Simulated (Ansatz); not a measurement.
Take a crystal in which Ta has been replaced by V on all its sites, with the cell rescaled by a rough guess (in some cases also distorted within its space group) and nothing relaxed:

```xyz
2
Lattice="0.0000 2.1159 2.1159 2.1159 0.0000 2.1159 2.1159 2.1159 0.0000" Properties=species:S:1:pos:R:3 pbc="T T T"
V     2.1159    2.1159    2.1159
N     0.0000    0.0000    0.0000
```

The calculation used Ansatz, DFT PBEsol, scalar-relativistic, plane waves, PAW.

Settings: cutoff 420 eV, Γ-centred mesh 18×18×18 on the computed 2-atom cell, Gaussian smearing of 0.10 eV; collinear spin from starting moments 0.15 0 μB.

**Question.** Will this cell want to expand or contract, and how hard?

**Answer.** The pressure is -30.8 GPa (positive in compression), so the cell would contract.

**Question.** Is it a metal on this mesh?

**Answer.** Yes, a band crosses the Fermi level.

**Question.** What is its energy against the elements in their standard states?

**Answer.** -1.057 eV/atom at this unrelaxed geometry, with the elements in the same functional.

**Question.** What moments result?

**Answer.** V1 0.00, N2 0.00 μB.

Moments started parallel, and an antiferromagnetic order may lie lower.